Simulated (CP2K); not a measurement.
Input of a CP2K 2026.2 run:

File caf2_bands.inp:

```
&GLOBAL
  PROJECT caf2_bands
  RUN_TYPE ENERGY_FORCE
  PRINT_LEVEL LOW
&END GLOBAL
&FORCE_EVAL
  METHOD QS
  STRESS_TENSOR ANALYTICAL
  &DFT
    BASIS_SET_FILE_NAME BASIS_MOLOPT_UZH
    POTENTIAL_FILE_NAME POTENTIAL_UZH
    &MGRID
      CUTOFF 1100
      REL_CUTOFF 60
      NGRIDS 5
    &END MGRID
    &QS
      METHOD GPW
      EPS_DEFAULT 1.0E-9
    &END QS
    &KPOINTS
      SCHEME MONKHORST-PACK 8 8 8
      GAMMA_CENTERED T
      SYMMETRY T
      SYMMETRY_BACKEND SPGLIB
    &END KPOINTS
    &SCF
      SCF_GUESS ATOMIC
      EPS_SCF 1.0E-6
      MAX_SCF 100
      ADDED_MOS 12
      CHOLESKY OFF
      EPS_EIGVAL 1.0E-7
      &DIAGONALIZATION ON
        ALGORITHM STANDARD
      &END DIAGONALIZATION
      &MIXING ON
        METHOD BROYDEN_MIXING
        ALPHA 0.4
        BETA 1.5
        NBUFFER 8
      &END MIXING
      &SMEAR ON
        METHOD FERMI_DIRAC
        ELECTRONIC_TEMPERATURE 300.56
      &END SMEAR
    &END SCF
    &XC
      &XC_FUNCTIONAL
        &MGGA_X_R2SCAN
        &END MGGA_X_R2SCAN
        &MGGA_C_R2SCAN
        &END MGGA_C_R2SCAN
      &END XC_FUNCTIONAL
    &END XC
    &PRINT
      &KPOINTS ON
      &END KPOINTS
      &MULLIKEN ON
      &END MULLIKEN
      &MO ON
        ENERGIES T
        OCCUPATION_NUMBERS T
        &EACH
          QS_SCF 0
        &END EACH
        ADD_LAST NUMERIC
      &END MO
      &BAND_STRUCTURE
        FILE_NAME bands.bs
        ADDED_MOS 2
        &KPOINT_SET
          UNITS B_VECTOR
          NPOINTS 6
          SPECIAL_POINT GAMMA 0.00000000 0.00000000 0.00000000
          SPECIAL_POINT X 0.50000000 0.00000000 0.50000000
          SPECIAL_POINT W 0.50000000 0.25000000 0.75000000
          SPECIAL_POINT K 0.37500000 0.37500000 0.75000000
          SPECIAL_POINT GAMMA 0.00000000 0.00000000 0.00000000
          SPECIAL_POINT L 0.50000000 0.50000000 0.50000000
          SPECIAL_POINT U 0.62500000 0.25000000 0.62500000
          SPECIAL_POINT W 0.50000000 0.25000000 0.75000000
          SPECIAL_POINT L 0.50000000 0.50000000 0.50000000
          SPECIAL_POINT K 0.37500000 0.37500000 0.75000000
        &END KPOINT_SET
        &KPOINT_SET
          UNITS B_VECTOR
          NPOINTS 6
          SPECIAL_POINT U 0.62500000 0.25000000 0.62500000
          SPECIAL_POINT X 0.50000000 0.00000000 0.50000000
        &END KPOINT_SET
      &END BAND_STRUCTURE
    &END PRINT
  &END DFT
  &SUBSYS
    &CELL
      ABC 3.8622172388 3.8622172389 3.8622172388
      ALPHA_BETA_GAMMA 59.9999999996 60.0000000003 60.0000000005
      PERIODIC XYZ
    &END CELL
    &COORD
      SCALED
      Ca  0.0000000000 0.0000000000 0.0000000000
      F   0.7500000000 0.7500000000 0.7500000000
      F   0.2500000000 0.2500000000 0.2500000000
    &END COORD
    &KIND Ca
      BASIS_SET TZVP-MOLOPT-SCAN-GTH-q10
      POTENTIAL GTH-SCAN-q10
    &END KIND
    &KIND F
      BASIS_SET TZVP-MOLOPT-SCAN-GTH-q7
      POTENTIAL GTH-SCAN-q7
    &END KIND
    &PRINT
      &ATOMIC_COORDINATES ON
      &END ATOMIC_COORDINATES
      &CELL ON
      &END CELL
      &SYMMETRY ON
      &END SYMMETRY
    &END PRINT
  &END SUBSYS
  &PRINT
    &FORCES ON
    &END FORCES
    &STRESS_TENSOR ON
    &END STRESS_TENSOR
  &END PRINT
&END FORCE_EVAL
```

Potentials or basis: POTENTIAL_UZH Ca GTH-SCAN-q10, F GTH-SCAN-q7; TZVP-MOLOPT-SCAN-GTH basis.

Launch:

```bash
$ OMP_NUM_THREADS=2 cp2k.psmp -i caf2_bands.inp -o caf2_bands.out
```

**Question.** Estimate the pressure.

**Answer.** -0.5 GPa.

**Question.** What does it give for the Mulliken charges?

**Answer.** Ca +1.51; F -0.75 e.

Levels at the corners of the path, in eV from the valence-band top:
| point | band 8 | band 9 | band 10 | band 11 | band 12 | band 13 | band 14 | band 15 | band 16 | band 17 |
| --- | --- | --- | --- | --- | --- | --- | --- | --- | --- | --- |
| Γ | -2.12 | -2.12 | -0.26 | -0.26 | -0.26 | 7.94 | 10.06 | 10.06 | 12.31 | 12.31 |
| X | -1.67 | -1.67 | -0.36 | -0.36 | 0.00 | 8.80 | 10.51 | 11.05 | 11.96 | 11.96 |
| W | -2.16 | -1.05 | -1.05 | -0.28 | -0.09 | 9.22 | 10.67 | 10.95 | 10.95 | 11.98 |
| K | -1.74 | -1.52 | -0.64 | -0.45 | -0.10 | 9.13 | 10.71 | 10.74 | 11.38 | 11.97 |
| Γ | -2.12 | -2.12 | -0.26 | -0.26 | -0.26 | 7.94 | 10.06 | 10.06 | 12.31 | 12.31 |
| L | -1.51 | -1.28 | -1.26 | -0.85 | -0.85 | 10.26 | 10.26 | 10.77 | 11.72 | 12.03 |
| U | -1.74 | -1.52 | -0.64 | -0.45 | -0.10 | 9.13 | 10.71 | 10.74 | 11.38 | 11.97 |
| W | -2.16 | -1.05 | -1.05 | -0.28 | -0.09 | 9.22 | 10.67 | 10.95 | 10.95 | 11.98 |
| L | -1.51 | -1.28 | -1.26 | -0.85 | -0.85 | 10.26 | 10.26 | 10.77 | 11.72 | 12.03 |
| K | -1.74 | -1.52 | -0.64 | -0.45 | -0.10 | 9.13 | 10.71 | 10.74 | 11.38 | 11.97 |
| U | -1.74 | -1.52 | -0.64 | -0.45 | -0.10 | 9.13 | 10.71 | 10.74 | 11.38 | 11.97 |
| X | -1.67 | -1.67 | -0.36 | -0.36 | 0.00 | 8.80 | 10.51 | 11.05 | 11.96 | 11.96 |

Caveat: the basis of atomic orbitals isn't converged, which shifts pressures, moduli and gaps.
